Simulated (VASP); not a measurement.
# Ca (Fm-3m) in VASP: relaxation of cell and atoms with PBEsol

Aim: the relaxation of cell and atoms of Ca with PBEsol.

Program: VASP 6.6.1. These are calculated values, not measurements. Logs are shortened: lines on timing, memory, paths and dates and some standing lists are left out, and cuts for length are marked.

## (1) The structure

Symmetry: Fm-3m, No. 225, cubic system. The conventional cell has a = 5.458 Å, b = 5.458 Å, c = 5.458 Å, α = 90.00°, β = 90.00°, γ = 90.00°. Around Ca (site symmetry m-3m) lie 12 Ca at 3.86 Å.

## (2) Relaxation of cell and atoms, PBEsol

INCAR

```
SYSTEM = Ca
PREC     = Accurate       ! precision mode
ENCUT    = 600            ! plane-wave cutoff, eV
EDIFF    = 1E-7           ! SCF threshold, eV
ISMEAR   = 1              ! smearing method
SIGMA    = 0.1            ! smearing width, eV
LREAL    = .False.        ! projectors in reciprocal space
LASPH    = .True.         ! aspherical terms in the spheres
NELM     = 80             ! most SCF steps
ALGO     = Normal         ! electronic algorithm
ISIF     = 3              ! what is computed and relaxed
LWAVE    = .False.        ! write WAVECAR
LCHARG   = .False.        ! write CHGCAR
GGA      = PS             ! functional
IBRION   = 2              ! ionic algorithm
NSW      = 90             ! ionic steps
EDIFFG   = -0.005         ! ionic threshold
```

KPOINTS

```
regular mesh
0
Gamma
  12 12 12
  0 0 0
```

POSCAR

```
Ca                                      
1.0
   -0.0000000000      2.7290596752      2.7290596752
    2.7290596752     -0.0000000000      2.7290596752
    2.7290596752      2.7290596752      0.0000000000
  Ca            
     1
Direct
     0.0000000000000000    0.0000000000000000    0.0000000000000000
```

Potentials or basis: VASP PAW PBE potentials, release 64 (Ca_sv).

Run with:

```console
> cat potpaw_PBE.64/Ca_sv/POTCAR > POTCAR
> mpirun -np 1 vasp_std > vasp.out
```

OUTCAR:

```text
SYSTEM = Ca
   PREC = Accurate
   ENCUT = 600
   EDIFF = 1E-7
   ISMEAR = 1
   LREAL = .False.
   LASPH = .True.
   NELM = 80
   ISIF = 3
   GGA = PS
   IBRION = 2
   NSW = 90
   EDIFFG = -0.005

 ion  position               nearest neighbor table
   1  0.000  0.000  0.000-

  LATTYP: Found a face centered cubic cell.
 ALAT       =     5.4581193504

  Lattice vectors:

 A1 = (   0.0000000000,   2.7290596752,   2.7290596752)
 A2 = (   2.7290596752,   0.0000000000,   2.7290596752)
 A3 = (   2.7290596752,   2.7290596752,   0.0000000000)

Analysis of symmetry for initial positions (statically):
=====================================================================
 Subroutine PRICEL returns:
 Original cell was already a primitive cell.

 Routine SETGRP: Setting up the symmetry group for a
 face centered cubic supercell.

 Subroutine GETGRP returns: Found 48 space group operations
 (whereof 48 operations were pure point group operations)
 out of a pool of 48 trial point group operations.

The static configuration has the point symmetry O_h .

Analysis of symmetry for dynamics (positions and initial velocities):
=====================================================================
 Subroutine PRICEL returns:
 Original cell was already a primitive cell.

 Routine SETGRP: Setting up the symmetry group for a
 face centered cubic supercell.

 Subroutine GETGRP returns: Found 48 space group operations
 (whereof 48 operations were pure point group operations)
 out of a pool of 48 trial point group operations.

The dynamic configuration has the point symmetry O_h .

 Subroutine INISYM returns: Found 48 space group operations
 (whereof 48 operations are pure point group operations),
 and found     1 'primitive' translations

----------------------------------------------------------------------------------------

                                     Primitive cell

  volume of cell :      40.6508

  direct lattice vectors                    reciprocal lattice vectors
     0.000000000  2.729059675  2.729059675    -0.183213289  0.183213289  0.183213289
     2.729059675  0.000000000  2.729059675     0.183213289 -0.183213289  0.183213289
     2.729059675  2.729059675  0.000000000     0.183213289  0.183213289 -0.183213289

  length of vectors
     3.859473205  3.859473205  3.859473205     0.317334726  0.317334726  0.317334726

  position of ions in fractional coordinates (direct lattice)
     0.000000000  0.000000000  0.000000000

[... 81 lines left out ...]
   ISIF   =      3    stress and relaxation
   ISYM   =      2    0-nonsym 1-usesym 2-fastsym
   POTIM  = 0.5000    time-step for ionic-motion
   TEBEG  =    0.0;   TEEND  =   0.0 temperature during run
   PSTRESS=    0.0 pullay stress
   NELECT =      10.0000    total number of electrons
   NUPDOWN=      -1.0000    fix difference up-down
   EMIN   =  10.00;   EMAX   =-10.00  energy-range for DOS
   EFERMI =   0.00;   METHOD = LEGACY
   ISMEAR =     1;   SIGMA  =   0.10  broadening in eV -4-tet -1-fermi 0-gaus
   EFERMI_NEDOS =   21; number of points for ismear=-14 and -15
   IALGO  =     38    algorithm
   IMIX   =      4    mixing-type and parameters
     AMIX     =   0.40;   BMIX     =  1.00
     AMIX_MAG =   1.60;   BMIX_MAG =  1.00
  volume/ion in A,a.u.               =      40.65       274.33
  Fermi-wavevector in a.u.,A,eV,Ry     =   1.025774  1.938432 14.316225  1.052213
  Thomas-Fermi vector in A             =   2.159632
   LORBIT       =      0    0 simple, 1 ext, 2 COOP (PROOUT), +10 PAW based schemes
   GGA     = PS    functional components
   LHFCALC =     F    Hartree Fock is set to
   AEXX    =    0.0000 exact exchange contribution
   IVDW    =     0    specifies the selected vdW correction
   LEPSILON=     F    determine dielectric tensor
   LRPA    =     F    only Hartree local field effects (RPA)
 conjugate gradient relaxation of ions
 non-spin polarized calculation
 Methfessel and Paxton  Order N= 1 SIGMA  =   0.10
  energy-cutoff  :      600.00
  volume of cell :       40.65
 maximum number of plane-waves:      1380
   NGX = 15   NGY = 15   NGZ = 15

 number of electron      10.0000000 magnetization

 Free energy of the ion-electron system (eV)
  ---------------------------------------------------
  ext. energy  EPLUGINS =         0.00000000
  ---------------------------------------------------
  free energy    TOTEN  =        -2.13152853 eV

  energy without entropy =       -2.13042797  energy(sigma->0) =       -2.13116168

 E-fermi :   2.0357     XC(G=0):  -7.9303

 val. band max:        2.0003303267   @ k =  -0.4167   0.2500   0.0000
 cond. band min:       2.0453122747   @ k =  -0.3333   0.3333   0.1667
 fundamental gap:      0.0449819479
 Fermi energy:         2.0356641495

 k-point     1 :       0.0000    0.0000    0.0000
  band No.  band energies     occupation
      1     -39.7191      2.00000
      2     -20.7060      2.00000
      3     -20.7060      2.00000
      4     -20.7060      2.00000
      5      -2.0624      2.00000
      6       4.4122      0.00000
      7       4.4122      0.00000
      8       4.4122      0.00000
      9       5.5398      0.00000
[... 265 lines left out ...]
 k-point    24 :      -0.4167    0.1667    0.0000
  band No.  band energies     occupation
      1     -39.7009      2.00000
      2     -20.8525      2.00000
      3     -20.7572      2.00000
      4     -20.7341      2.00000
      5       1.3275      2.00000
      6       2.0514      0.73708
      7       3.7912     -0.00000
      8       4.5840      0.00000
      9       6.0949      0.00000

 [... further k-points ...]

------------------------ aborting loop because EDIFF is reached ----------------------------------------

  FORCE on cell =-STRESS in cart. coord.  units (eV):
  Direction    XX          YY          ZZ          XY          YZ          ZX
  --------------------------------------------------------------------------------------
  -------------------------------------------------------------------------------------
  Total        0.0031649      0.0031649      0.0031649     -0.0000000     -0.0000000     -0.0000000
  in kB        0.1247380      0.1247380      0.1247380     -0.0000000     -0.0000000     -0.0000000
  external PRESSURE =       0.1247380 kB  Pullay stress =       0.0000000 kB

 VOLUME and BASIS-vectors are now :
 -----------------------------------------------------------------------------
  energy-cutoff  :      600.00
  volume of cell :       40.65
      direct lattice vectors                 reciprocal lattice vectors
     0.000000000  2.729059675  2.729059675    -0.183213289  0.183213289  0.183213289
     2.729059675  0.000000000  2.729059675     0.183213289 -0.183213289  0.183213289
     2.729059675  2.729059675  0.000000000     0.183213289  0.183213289 -0.183213289

 POSITION                                       TOTAL-FORCE (eV/Angst)
 -----------------------------------------------------------------------------------
      0.00000      0.00000      0.00000         0.000000      0.000000      0.000000
 -----------------------------------------------------------------------------------
    total drift:                                0.000000      0.000000      0.000000

  FREE ENERGIE OF THE ION-ELECTRON SYSTEM (eV)
  ---------------------------------------------------
  free  energy   TOTEN  =        -2.1315285334 eV

  energy  without entropy=       -2.1304279702  energy(sigma->0) =       -2.13116168

 reached required accuracy - stopping structural energy minimisation
```

OSZICAR:

```text
N       E                     dE             d eps       ncg     rms          rms(c)
DAV:   1     0.704874507238E+02    0.70487E+02   -0.55095E+03  1296   0.112E+03
DAV:   2    -0.758823464364E+00   -0.71246E+02   -0.70914E+02  1344   0.242E+02
DAV:   3    -0.209619648026E+01   -0.13374E+01   -0.13308E+01  2013   0.363E+01
DAV:   4    -0.214131430167E+01   -0.45118E-01   -0.45084E-01  1925   0.510E+00
DAV:   5    -0.214238354614E+01   -0.10692E-02   -0.10672E-02  2077   0.473E-01    0.225E+00
DAV:   6    -0.213522096216E+01    0.71626E-02   -0.80989E-03  1755   0.124E+00    0.135E+00
DAV:   7    -0.213167876827E+01    0.35422E-02   -0.14035E-02  1533   0.174E+00    0.907E-02
DAV:   8    -0.213152281214E+01    0.15596E-03   -0.12170E-03  1530   0.349E-01    0.188E-02
DAV:   9    -0.213152866853E+01   -0.58564E-05   -0.86082E-05  2056   0.864E-02    0.432E-03
DAV:  10    -0.213152896044E+01   -0.29191E-06   -0.45143E-06  1823   0.242E-02    0.177E-03
DAV:  11    -0.213152848467E+01    0.47577E-06   -0.32002E-07  1800   0.725E-03    0.114E-03
DAV:  12    -0.213152853345E+01   -0.48779E-07   -0.20088E-08   960   0.145E-03
   1 F= -.21315285E+01 E0= -.21311617E+01  d E =-.213153E+01
```

CONTCAR:

```text
Ca
   1.00000000000000
     0.0000000000000000    2.7290596751999998    2.7290596751999998
     2.7290596751999998    0.0000000000000000    2.7290596751999998
     2.7290596751999998    2.7290596751999998    0.0000000000000000
  Ca
     1
Direct
     0.0000000000000000    0.0000000000000000    0.0000000000000000

  0.00000000E+00  0.00000000E+00  0.00000000E+00
```

Run time: 26 s. Hardware: 1 thread of Intel Xeon Platinum 8259CL at 2.50GHz (Skylake/Cascade Lake), shared host; peak memory 0.19 GiB.

What came out:

* Free energy: -2.1315 eV
* Pressure after relaxing: 0.0 GPa
* Band gap on the k mesh: none (metal or under the smearing width)

Final structure:
```xyz
1
Lattice="0.0000 2.7291 2.7291 2.7291 0.0000 2.7291 2.7291 2.7291 0.0000" Properties=species:S:1:pos:R:3 pbc="T T T"
Ca    0.0000    0.0000    0.0000
```

Levels at points of the mesh, in eV from the Fermi level:
| k point | band 1 | band 2 | band 3 | band 4 | band 5 | band 6 | band 7 | band 8 | band 9 |
| --- | --- | --- | --- | --- | --- | --- | --- | --- | --- |
| (0.00, 0.00, 0.00) | -41.75 | -22.74 | -22.74 | -22.74 | -4.10 | 2.38 | 2.38 | 2.38 | 3.50 |
| (0.50, 0.00, 0.00) | -41.74 | -22.90 | -22.76 | -22.76 | -1.02 | -0.12 | 2.26 | 2.26 | 4.23 |
| (0.50, 0.50, 0.00) | -41.73 | -22.89 | -22.80 | -22.80 | -0.50 | 0.54 | 1.03 | 4.22 | 4.42 |

Caveat: the relaxation stopped at its first step, so nothing moved; the PAW data sets were made with another functional, which shifts forces and pressure a little.
